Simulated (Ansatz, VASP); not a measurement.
Two plane-wave programs on Au

Contents of POSCAR:

```
Au
1.0
    0.0000000000      2.0510412800      2.0510412800
    2.0510412800      0.0000000000      2.0510412800
    2.0510412800      2.0510412800      0.0000000000
Au
1
Direct
    0.0000000000      0.0000000000      0.0000000000
```

Contents of INCAR.step1:

```
SYSTEM = Au
PREC = Accurate ; ENCUT = 520
ISMEAR = -1 ; SIGMA = 0.1
LREAL = .FALSE. ; LASPH = .TRUE.
NELM = 100 ; NBANDS = 12
GGA = PE ; ALGO = Normal
EDIFF = 1E-4 ; LWAVE = .TRUE.
LCHARG = .FALSE.
```

INCAR.step2

```
SYSTEM = Au
PREC = Accurate ; ENCUT = 520
EDIFF = 1E-7 ; ISMEAR = -1
SIGMA = 0.1 ; LREAL = .FALSE.
LASPH = .TRUE. ; NELM = 100
ALGO = Normal ; ISIF = 2
LWAVE = .FALSE. ; LCHARG = .FALSE.
METAGGA = R2SCAN ; LMIXTAU = .TRUE.
NBANDS = 12 ; ISTART = 1
```

File KPOINTS:

```
Automatic mesh
0
G
  14 14 14
  0 0 0
```

Input for Ansatz:

```yaml
crystal:
  lattice:
    - [0.0, 2.05104128, 2.05104128]
    - [2.05104128, 0.0, 2.05104128]
    - [2.05104128, 2.05104128, 0.0]
  atoms:
    - { symbol: Au, position: [0.0, 0.0, 0.0] }
  symmetry: { tolerance: 0.0003 }
kpoints:
  mp_grid: { grid: [14, 14, 14], shift: [0, 0, 0] }
  band_path:
    path:
      - [0.375, 0.375, 0.75]
      - [0.0, 0.0, 0.0]
      - [0.5, 0.5, 0.5]
      - [0.5, 0.25, 0.75]
      - [0.5, 0.0, 0.5]
    npoints: 13
magnetization:
  spin_polarized: false
scf:
  occupations: { method: fermi_dirac }
  lower_state_search: "off"
  max_iter: 200
hamiltonian:
  pseudopotentials: { kind: paw }
  xc: r2scan
basis:
  ecutwfc: 500
  fft_grid_basis: typed
output:
  forces: true
  stress: true
  eigenvalues: true
  bader: true
  populations: true
  elf: true
  write_potential: true
  volumetric_format: npy
  dos:
    e_range: [-12, 8]
    de: 0.05
    projected: { site_lists: { Au: [Au] } }
checkpoint:
  read: saved_state
```

Alike in both runs: task single point; functional r2SCAN; k mesh 14 × 14 × 14; no spin polarisation.

|  | VASP | Ansatz |
| --- | --- | --- |
| version | VASP 6.6.1 | Ansatz 0.2.0 |
| potentials or method | VASP PAW PBE potentials, release 64 (Au) | PAW plane waves |
| plane-wave cutoff (eV) | 520 | 500 |
| occupations | fermi-dirac, width 0.1 eV | fermi-dirac |
| valence electrons in the cell | 11 | 19 |

```tsv
	VASP	Ansatz	Ansatz less VASP
pressure (GPa)	2.9	2.6	-0.30
```

The two sets of potentials don't hold the same shells in valence.

Caveats: the PAW data sets were made with another functional, which shifts forces and pressure a little (VASP). The runs have no spin-orbit coupling, so splittings on Au are missing.
